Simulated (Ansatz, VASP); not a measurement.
**Two plane-wave programs on HRh3**

INCAR

```
PREC     = Accurate       # precision mode
ENCUT    = 520            # plane-wave cutoff, eV
EDIFF    = 1E-7           # SCF threshold, eV
ISMEAR   = 0              # smearing method
SIGMA    = 0.1            # smearing width, eV
LREAL    = F              # projectors in reciprocal space
LASPH    = T              # aspherical terms in the spheres
NELM     = 100            # most SCF steps
ALGO     = Normal         # electronic algorithm
ISIF     = 2              # what is computed and relaxed
LWAVE    = F              # write WAVECAR
LCHARG   = F              # write CHGCAR
GGA      = PE             # functional
NBANDS   = 31             # bands
```

Contents of KPOINTS:

```
regular mesh
0
Gamma
  6 6 6
```

POSCAR

```
HRh3
1.0
   -2.4072387600      2.4072387600      2.4072387600
    2.4072387600     -2.4072387600      2.4072387600
    2.4072387600      2.4072387600     -2.4072387600
H Rh
1 3
Direct
    0.0000000000      0.0000000000      0.0000000000
    0.0000000000      0.5000000000      0.5000000000
    0.5000000000      0.0000000000      0.5000000000
    0.5000000000      0.5000000000      0.0000000000
```

Input for Ansatz:

```yaml
crystal:
  lattice:
    - [-2.40723876, 2.40723876, 2.40723876]
    - [2.40723876, -2.40723876, 2.40723876]
    - [2.40723876, 2.40723876, -2.40723876]
  atoms:
    - { symbol: H, position: [0.0, 0.0, 0.0] }
    - { symbol: Rh, position: [0.0, 0.5, 0.5] }
    - { symbol: Rh, position: [0.5, 0.0, 0.5] }
    - { symbol: Rh, position: [0.5, 0.5, 0.0] }
basis:
  ecutwfc: 420
kpoints:
  mp_grid: { grid: [6, 6, 6] }
hamiltonian:
  xc: pbe
scf:
  occupations: { method: gaussian, width: 0.1 }
  lower_state_search: "off"
output:
  forces: true
  stress: true
  eigenvalues: true
```

Alike in both runs: task single point; functional PBE; k mesh 6 × 6 × 6; occupations gaussian, width 0.1 eV; no spin polarisation.

|  | VASP | Ansatz |
| --- | --- | --- |
| version | VASP 6.6.1 | Ansatz 0.2.0 |
| potentials or method | VASP PAW PBE potentials, release 64 (H, Rh_pv) | scalar-relativistic, plane waves, PAW |
| plane-wave cutoff (eV) | 520 | 420 |
| valence electrons in the cell | 46 | 52 |

VASP gave:

- gap on the k mesh at the Fermi level (eV): none
- pressure (GPa): 5.0

Q: Estimate Ansatz's values.

A: gap on the k mesh at the Fermi level (eV): none; pressure (GPa): 4.9.

A gap of «none» marks a metal or a gap that the smearing closes. The two sets of potentials don't hold the same shells in valence.
